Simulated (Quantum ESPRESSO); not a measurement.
# Dielectric function and optical constants of LiBr

Wanted: where LiBr starts to absorb, how strongly, and its refractive index.

Calculated with Quantum ESPRESSO 7.5; DFT, PBE, plane waves with norm-conserving potentials (PseudoDojo), scalar-relativistic, independent-particle optical response without local fields and without the non-local commutator.

## Step 1: Set-up

It takes space group Fm-3m (No. 225, cubic). The conventional cell has a = 5.501 Å, b = 5.501 Å, c = 5.501 Å, α = 90.00°, β = 90.00°, γ = 90.00°. Br has 6 Li at 2.75 Å nearest. Nearest to Li lie 6 Br at 2.75 Å. Farther neighbours and most contacts between anions are not listed.

## Step 2: Ground state

First the ground state: is it a metal or has it a gap?

This step: DFT, PBE, plane waves with norm-conserving potentials (PseudoDojo), scalar-relativistic, ground state (Quantum ESPRESSO 7.5).

File scf.in:

```
&control
  calculation = 'scf'
  prefix = 'x'
  outdir = './tmp'
  pseudo_dir = './'
  verbosity = 'high'
/
&system
  ibrav = 0
  nat = 2
  ntyp = 2
  ecutwfc = 90
  occupations = 'smearing'
  smearing = 'fd'
  degauss = 0.003675
  nbnd = 9
/
&electrons
  conv_thr = 1e-09
  electron_maxstep = 100
/
ATOMIC_SPECIES
  Br 1.0 Br.upf
  Li 1.0 Li.upf
CELL_PARAMETERS angstrom
  0.000000000000 2.750650000000 2.750650000000
  2.750650000000 0.000000000000 2.750650000000
  2.750650000000 2.750650000000 0.000000000000
ATOMIC_POSITIONS crystal
  Br 0.500000000000 0.500000000000 0.500000000000
  Li 0.000000000000 0.000000000000 0.000000000000
K_POINTS automatic
  7 7 7 0 0 0
```

Command:

```bash
$ mpirun -n 4 pw.x -nk 4 -in scf.in
```

Output:

```text
for quantum simulation of materials; please cite

     using ibrav=0 with symmetry is DISCOURAGED, use correct ibrav instead

     G-vector sticks info
     --------------------
     sticks:   dense  smooth     PW     G-vecs:    dense   smooth      PW
     Sum        1345    1345    379                32455    32455    5029

     Using Slab Decomposition

     bravais-lattice index     =            0
     lattice parameter (alat)  =       7.3510  a.u.
     unit-cell volume          =     280.8876 (a.u.)^3
     number of atoms/cell      =            2
     number of atomic types    =            2
     number of electrons       =        10.00
     number of Kohn-Sham states=            9
     kinetic-energy cutoff     =      90.0000  Ry
     charge density cutoff     =     360.0000  Ry
     scf convergence threshold =      1.0E-09
     mixing beta               =       0.7000
     number of iterations used =            8  plain     mixing
     Exchange-correlation= PBE
                           (   1   4   3   4   0   0   0)

     celldm(1)=   7.351047  celldm(2)=   0.000000  celldm(3)=   0.000000
     celldm(4)=   0.000000  celldm(5)=   0.000000  celldm(6)=   0.000000

     crystal axes: (cart. coord. in units of alat)
               a(1) = (   0.000000   0.707107   0.707107 )
               a(2) = (   0.707107   0.000000   0.707107 )
               a(3) = (   0.707107   0.707107   0.000000 )

     reciprocal axes: (cart. coord. in units 2 pi/alat)
               b(1) = ( -0.707107  0.707107  0.707107 )
               b(2) = (  0.707107 -0.707107  0.707107 )
               b(3) = (  0.707107  0.707107 -0.707107 )

     ./Br.upf
     Pseudo is Norm-conserving + core correction, Zval =  7.0
     Generated using ONCVPSP code by D. R. Hamann
     Using radial grid of 1098 points,  6 beta functions with:
                l(1) =   0
                l(2) =   0
                l(3) =   1
                l(4) =   1
                l(5) =   2
                l(6) =   2

     ./Li.upf
     Pseudo is Norm-conserving, Zval =  3.0
     Generated using ONCVPSP code by D. R. Hamann
     Using radial grid of 1944 points,  4 beta functions with:
                l(1) =   0
                l(2) =   0
                l(3) =   1
                l(4) =   1

     atomic species   valence    mass     pseudopotential
     Br                7.00     1.00000     Br( 1.00)
     Li                3.00     1.00000     Li( 1.00)

     48 Sym. Ops., with inversion, found

                                    s                        frac. trans.

     [... symmetry matrices left out ...]
   Cartesian axes

     site n.     atom                  positions (alat units)
         1        Br     tau(   1) = (   0.7071068   0.7071068   0.7071068  )
         2        Li     tau(   2) = (   0.0000000   0.0000000   0.0000000  )

   Crystallographic axes

     site n.     atom                  positions (cryst. coord.)
         1        Br     tau(   1) = (  0.5000000  0.5000000  0.5000000  )
         2        Li     tau(   2) = (  0.0000000  0.0000000  0.0000000  )

     number of k points=    20  Fermi-Dirac smearing, width (Ry)=  0.0037
                       cart. coord. in units 2pi/alat
        k(    1) = (   0.0000000   0.0000000   0.0000000), wk =   0.0058309
        k(    2) = (   0.1010153   0.1010153  -0.1010153), wk =   0.0466472
        k(    3) = (   0.2020305   0.2020305  -0.2020305), wk =   0.0466472
        k(    4) = (   0.3030458   0.3030458  -0.3030458), wk =   0.0466472
        k(    5) = (   0.2020305  -0.0000000   0.0000000), wk =   0.0349854
        k(    6) = (   0.3030458   0.1010153  -0.1010153), wk =   0.1399417
        k(    7) = (   0.4040610   0.2020305  -0.2020305), wk =   0.1399417
        k(    8) = (  -0.2020305  -0.4040610   0.4040610), wk =   0.1399417
        k(    9) = (  -0.1010153  -0.3030458   0.3030458), wk =   0.1399417
        k(   10) = (  -0.0000000  -0.2020305   0.2020305), wk =   0.0699708
        k(   11) = (   0.4040610  -0.0000000   0.0000000), wk =   0.0349854
        k(   12) = (   0.5050763   0.1010153  -0.1010153), wk =   0.1399417
        k(   13) = (  -0.1010153  -0.5050763   0.5050763), wk =   0.1399417
        k(   14) = (   0.0000000  -0.4040610   0.4040610), wk =   0.0699708
        k(   15) = (   0.6060915  -0.0000000   0.0000000), wk =   0.0349854
        k(   16) = (  -0.0000000  -0.6060915   0.6060915), wk =   0.0699708
[...]
cryst. coord.
[...]
k(   13) = (  -0.0000000   0.2857143  -0.4285714), wk =   0.1399417
        k(   14) = (   0.0000000   0.2857143  -0.2857143), wk =   0.0699708
        k(   15) = (   0.0000000   0.4285714   0.4285714), wk =   0.0349854
        k(   16) = (   0.0000000   0.4285714  -0.4285714), wk =   0.0699708
        k(   17) = (   0.1428571   0.2857143   0.4285714), wk =   0.1399417
        k(   18) = (   0.1428571   0.2857143  -0.4285714), wk =   0.2798834
        k(   19) = (   0.1428571   0.4285714  -0.4285714), wk =   0.1399417
        k(   20) = (   0.1428571   0.4285714  -0.2857143), wk =   0.1399417

     Dense  grid:    32455 G-vectors     FFT dimensions: (  45,  45,  45)

     Initial potential from superposition of free atoms

     starting charge       9.9954, renormalised to      10.0000
     Starting wfcs are    6 randomized atomic wfcs +    3 random wfcs

     Self-consistent Calculation

     iteration #  1     ecut=    90.00 Ry     beta= 0.70
     Davidson diagonalization with overlap

            55 MiB given to the printing process from OS
            24 MiB allocation reported by mallinfo(arena+hblkhd)
------------------
     ethr =  1.00E-02,  avg # of iterations =  5.1

     Threshold (ethr) on eigenvalues was too large:
     Diagonalizing with lowered threshold

     Davidson diagonalization with overlap

            57 MiB given to the printing process from OS
            27 MiB allocation reported by mallinfo(arena+hblkhd)
------------------
     ethr =  1.23E-04,  avg # of iterations =  3.9

     total energy              =     -46.09970203 Ry
     estimated scf accuracy    <       0.01210737 Ry

     iteration #  2     ecut=    90.00 Ry     beta= 0.70
     Davidson diagonalization with overlap

            67 MiB given to the printing process from OS
            33 MiB allocation reported by mallinfo(arena+hblkhd)
------------------
     ethr =  1.21E-04,  avg # of iterations =  2.0

     total energy              =     -46.10213268 Ry
     estimated scf accuracy    <       0.00104022 Ry

     iteration #  3     ecut=    90.00 Ry     beta= 0.70
     Davidson diagonalization with overlap

            68 MiB given to the printing process from OS
            34 MiB allocation reported by mallinfo(arena+hblkhd)
------------------
     ethr =  1.04E-05,  avg # of iterations =  2.6

     total energy              =     -46.10239365 Ry
     estimated scf accuracy    <       0.00007431 Ry

     iteration #  4     ecut=    90.00 Ry     beta= 0.70
     Davidson diagonalization with overlap

            69 MiB given to the printing process from OS
            35 MiB allocation reported by mallinfo(arena+hblkhd)
------------------
     ethr =  7.43E-07,  avg # of iterations =  3.0

     total energy              =     -46.10240272 Ry
     estimated scf accuracy    <       0.00000154 Ry

     iteration #  5     ecut=    90.00 Ry     beta= 0.70
     Davidson diagonalization with overlap

            70 MiB given to the printing process from OS
            36 MiB allocation reported by mallinfo(arena+hblkhd)
------------------
     ethr =  1.54E-08,  avg # of iterations =  2.0

     total energy              =     -46.10240323 Ry
     estimated scf accuracy    <       0.00000014 Ry

     iteration #  6     ecut=    90.00 Ry     beta= 0.70
     Davidson diagonalization with overlap

            71 MiB given to the printing process from OS
            37 MiB allocation reported by mallinfo(arena+hblkhd)
------------------
     ethr =  1.37E-09,  avg # of iterations =  2.0

     total energy              =     -46.10240326 Ry
     estimated scf accuracy    <          1.8E-09 Ry

     iteration #  7     ecut=    90.00 Ry     beta= 0.70
     Davidson diagonalization with overlap

            72 MiB given to the printing process from OS
            38 MiB allocation reported by mallinfo(arena+hblkhd)
------------------
     ethr =  1.81E-11,  avg # of iterations =  1.8

     End of self-consistent calculation

          k = 0.0000 0.0000 0.0000 (  4015 PWs)   bands (ev):

   -42.3376 -11.4183   2.0148   2.0148   2.0148   6.9526  12.5340  12.5340
    12.5340

     occupation numbers
     1.0000   1.0000   1.0000   1.0000   1.0000   0.0000   0.0000   0.0000
     0.0000

          k = 0.1010 0.1010-0.1010 (  4029 PWs)   bands (ev):

   -42.3375 -11.3369   1.2841   1.9609   1.9609   7.5928  11.6882  12.2068
    12.2068

     occupation numbers
     1.0000   1.0000   1.0000   1.0000   1.0000   0.0000   0.0000   0.0000
     0.0000

          k = 0.2020 0.2020-0.2020 (  4056 PWs)   bands (ev):

   -42.3370 -11.1428   0.0518   1.8482   1.8482   7.9697  10.9381  10.9381
    12.0400

     occupation numbers
     1.0000   1.0000   1.0000   1.0000   1.0000   0.0000   0.0000   0.0000
     0.0000

          k = 0.3030 0.3030-0.3030 (  4062 PWs)   bands (ev):

   -42.3367 -10.9743  -0.7504   1.7653   1.7653   7.6966  10.2208  10.2208
    13.4944

     occupation numbers
     1.0000   1.0000   1.0000   1.0000   1.0000   0.0000   0.0000   0.0000
     0.0000

          k = 0.2020-0.0000 0.0000 (  4039 PWs)   bands (ev):

   -42.3374 -11.3088   1.3425   1.7698   1.7698   7.9665  11.3610  11.5084
    12.6242

     occupation numbers
     1.0000   1.0000   1.0000   1.0000   1.0000   0.0000   0.0000   0.0000
     0.0000

     [... further k points left out ...]

     the Fermi energy is     3.9552 ev

!    total energy              =     -46.10240326 Ry
     estimated scf accuracy    <          1.9E-10 Ry
     smearing contrib. (-TS)   =       0.00000000 Ry
     internal energy E=F+TS    =     -46.10240326 Ry

     The total energy is F=E-TS. E is the sum of the following terms:
     one-electron contribution =      -8.85604522 Ry
     hartree contribution      =       6.53527636 Ry
     xc contribution           =     -13.79969224 Ry
     ewald contribution        =     -29.98194216 Ry

     convergence has been achieved in   7 iterations

     XML data file, charge density, pseudopotentials, collected wavefunctions

                                        0.00s GPU  (     180 calls)

=------------------------------------------------------------------------------=
   JOB DONE.
=------------------------------------------------------------------------------=
```

It took 3.1 s on 4 MPI ranks of Arm Neoverse V2, shared host; peak memory 0.07 GiB; 12 s of CPU time.

Numbers from this step:

- total energy: -46.10 Ry
- gap on the k-mesh: 4.938 eV
- direct gap on the mesh: 4.938 eV

There is a gap, 4.94 eV on this mesh (points off the mesh can give less), so no carriers' term is needed.

[end of part 1 of 3]

[Machine, clock, banner and «Message from routine» lines are left out of the logs.]

[Logs are printed without paths, hosts, clocks, repeated set-up lines and the standing remarks that a program may print on its own settings, such as how far it seeks lower states.]

[Hosts, paths, dates, database ids (printed as entryN), source tags and the programs' standing remarks are cut or masked in the printed files.]
